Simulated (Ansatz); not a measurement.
SiO2:

```xyz
12
Lattice="-2.8379 2.8379 5.6602 2.8379 -2.8379 5.6602 2.8379 2.8379 -5.6602" Properties=species:S:1:pos:R:3 pbc="T T T"
Si    0.7868    4.2568    1.4151
Si    4.2568    0.7868   -1.4151
Si   -1.4189    2.0511    4.2452
Si    2.0511   -1.4189    7.0753
O     0.0000    2.8379    1.5138
O     4.0745    1.2366    2.8301
O     1.6013   -1.2366    2.8301
O     0.0000    0.0000    1.3163
O     0.0000    0.0000   10.0042
O     0.0000    2.8379    4.1464
O     1.2366   -1.2366    5.6602
O    -1.2366    1.2366    5.6602
```

The cell comes from a database or a generator and needn't be the stable form of this composition.

A run of Ansatz 0.2.0 on this cell left the log below. Logs are shortened: lines on timing, memory, paths and dates and some standing lists are left out, and cuts for length are marked.

```text
Warning: RAYON_NUM_THREADS=4 ignored (pool sized by the plan → 4); use --threads N
Engine: ansatz 0.2.0, aarch64-unknown-linux-gnu
Pseudopotentials: kind: paw
Pseudopotential: Si, paw, valence charge 4, recommended cutoff 420 eV (normal), Si.paw.azcp
Pseudopotential: O, paw, valence charge 6, recommended cutoff 420 eV (normal), O.paw.azcp
Functional definition: PBE
  parameter kappa = 0.804
  parameter beta = 0.06672455060314922
  exchange = pbe_x(kappa = kappa, mu = beta*pi^2/3)
  correlation = pbe_c(beta = beta)
Crystal: 12 atoms, lattice volume = 182.342 Å³
Basis set: ecut = 420 eV, 3571 PW (Γ), exchange–correlation on 96×96×96 points (8 copies of the dense FFT grid, shifted against one another)
Bands: 44, of which v1, the nominal top of the filled ones, is band 32 counted from 1 (31 counted from 0)
Symmetry: 8 space group operations
Space group: I4122 (ITA 98), of the structure as read, at distance tolerance 5.7e-5 Å
k-points: 18 of 125 (time reversal used)
Non-local potential: Si, projectors of the file, l = 0: 2, l = 1: 2, l = 2: 2
Non-local potential: O, projectors of the file, l = 0: 2, l = 1: 2, l = 2: 1
PAW form: soft (Blöchl's): semilocal exchange-correlation on the pseudo side does not see the compensation charge
PAW one-centre angular grid: Si, 110 points (default); XC on 64 Gauss nodes
PAW one-centre angular grid: O, 110 points (default); XC on 64 Gauss nodes
Initial density: superposition of atomic densities (neutral atoms: chi_scale 0, normalization atom), corrected by the library's trained network
Initial wavefunctions: pseudopotential atomic-orbital guess
Functional: x = pbe(κ = 0.804, μ = 0.2195149727645171), c = pbe(β = 0.06672455060314922)
[... 23 lines left out ...]
  E_xc         = -815.334936
  E_vxc        = -946.242248  (∫ρ·V_xc dr)
  E_paw        = -3324.001760  (= ΣΔE_a)
  E_vpaw       = -305.337732  (= ΣTr[D̂ρ^β])
  E_aug_tail   = 0.020538  (compensation charges beyond the density's cutoff)
  E_ewald      = -2026.274819
  E_smearing   = -0.000000  (= −TS)
  E_closure    = -0.000000  (closes the sum)
  Σ components = -7094.632463   (vs F -7094.632463, Δ=0.00e0)
--- Forces (eV/Å), atoms counted from 1 ---
  atom   1  Si     0.00776680     0.00000000     0.00000000
  atom   2  Si    -0.00000000     0.00776680     0.00000000
  atom   3  Si    -0.00000000    -0.00776680     0.00000000
  atom   4  Si    -0.00776680    -0.00000000    -0.00000000
  atom   5  O      0.00000000     0.00000000    -0.00026986
  atom   6  O      0.00757992     0.00757992     0.00000000
  atom   7  O     -0.00757992    -0.00757992     0.00000000
  atom   8  O      0.00000000    -0.00000000     0.00026986
  atom   9  O     -0.00000000     0.00000000    -0.00026986
  atom  10  O     -0.00000000    -0.00000000     0.00026986
  atom  11  O      0.00757992    -0.00757992     0.00000000
  atom  12  O     -0.00757992     0.00757992     0.00000000
  max |Σ_I F_I| component: 2.60e-18 eV/Å
--- Stress (GPa, compression-positive) ---
        0.046038       0.000000       0.000000
        0.000000       0.046038       0.000000
        0.000000       0.000000      -0.270985
  P = ⅓ Tr σ = -0.0596 GPa (-0.596 kbar)
--- Band table (eV; the first three rows and the last of 18) ---
  k-point 0: bands = ["-18.3634", "-17.0745", "-16.8401", "-16.8401", "-16.5683", "-16.4263", "-16.2872", "-15.9148", "-7.4592", "-7.4592", "-5.8029", "-4.7023", "-4.7023", "-3.9392", "-3.9392", "-3.8774", "-2.6423", "-2.0438", "-1.6210", "-1.2680", "-1.2680", "-0.8685", "-0.8685", "-0.7436", "-0.4979", "-0.4979", "-0.2180", "-0.2028", "0.6112", "0.6112", "1.0332", "1.2772", "6.1125", "8.5386", "8.5731", "10.1596", "10.1596", "10.5066", "10.6978", "10.7314", "10.8380"]
  k-point 1: bands = ["-18.2608", "-17.2313", "-17.0804", "-16.7613", "-16.4393", "-16.4069", "-16.1850", "-15.9636", "-7.4086", "-7.1718", "-6.1720", "-4.8719", "-4.4549", "-4.0252", "-3.9397", "-3.7670", "-2.5770", "-2.1195", "-1.5490", "-1.4652", "-1.2213", "-1.1187", "-0.9305", "-0.6706", "-0.6428", "-0.4493", "-0.1757", "0.2270", "0.4210", "0.5715", "0.9720", "1.1923", "6.6996", "8.8208", "9.0051", "10.0758", "10.2144", "10.4174", "10.4243", "10.7133", "11.0494"]
  k-point 2: bands = ["-18.0070", "-17.4483", "-17.3862", "-16.7180", "-16.4030", "-16.2717", "-16.0829", "-16.0335", "-7.2893", "-6.6366", "-6.4262", "-5.4689", "-4.2145", "-4.1038", "-3.9094", "-3.6541", "-2.5065", "-2.3507", "-1.9222", "-1.4827", "-1.0948", "-1.0832", "-0.9497", "-0.5549", "-0.4899", "-0.2205", "-0.1241", "0.1288", "0.1418", "0.4880", "0.8204", "1.1956", "7.8222", "9.3523", "9.9071", "9.9881", "10.1807", "10.2728", "10.3337", "10.7107", "11.2073"]
  k-point 17: bands = ["-17.9121", "-17.8159", "-17.2850", "-16.4549", "-16.4075", "-16.3751", "-16.0202", "-15.9916", "-8.2062", "-6.6761", "-5.4715", "-4.8611", "-4.8131", "-4.4225", "-4.2260", "-3.2481", "-2.3977", "-2.3610", "-1.4959", "-1.2696", "-1.1985", "-1.0959", "-0.8984", "-0.7287", "-0.6838", "-0.5221", "0.0735", "0.3056", "0.3447", "0.7746", "0.8091", "0.9095", "7.8610", "8.0588", "9.0378", "9.2094", "9.3985", "10.1967", "10.2220", "10.4597", "10.6141"]
```

Question: What input gives this log?

Answer: Single point with PBE, no spin polarisation. The files as run (others can give the same):

input.yaml
```yaml
crystal:
  lattice:
    - [-2.837898, 2.837898, 5.66021]
    - [2.837898, -2.837898, 5.66021]
    - [2.837898, 2.837898, -5.66021]
  atoms:
    - { symbol: Si, position: [0.875, 0.263618, 0.888618] }
    - { symbol: Si, position: [0.013618, 0.625, 0.888618] }
    - { symbol: Si, position: [0.736382, 0.125, 0.111382] }
    - { symbol: Si, position: [0.375, 0.986382, 0.111382] }
    - { symbol: O, position: [0.633727, 0.133727, 0.5] }
    - { symbol: O, position: [0.467877, 0.967877, 0.935754] }
    - { symbol: O, position: [0.032123, 0.532123, 0.064246] }
    - { symbol: O, position: [0.116273, 0.116273, 0.0] }
    - { symbol: O, position: [0.883727, 0.883727, 0.0] }
    - { symbol: O, position: [0.866273, 0.366273, 0.5] }
    - { symbol: O, position: [0.282123, 0.717877, 0.0] }
    - { symbol: O, position: [0.717877, 0.282123, 0.0] }
hamiltonian:
  xc: pbe
  pseudopotentials: { kind: paw }
kpoints:
  mp_grid: { grid: [5, 5, 5] }
scf:
  occupations: { method: fermi_dirac, width: 0.05 }
output:
  forces: true
  stress: true
  eigenvalues: true
```

Potentials or basis: Ansatz PAW.
Command:
```console
$ ansatz run input.yaml --threads 4 --pin off --max-ram 11264MiB --backend cpu --events-out ev --progress --plain --runs-dir out
```

Caveat: odd divisions of the mesh miss points on the zone boundary, where band edges often lie, so the gap on the mesh can be too wide; the pressure holds a Pulay correction of +0.5 GPa for the finite cutoff.
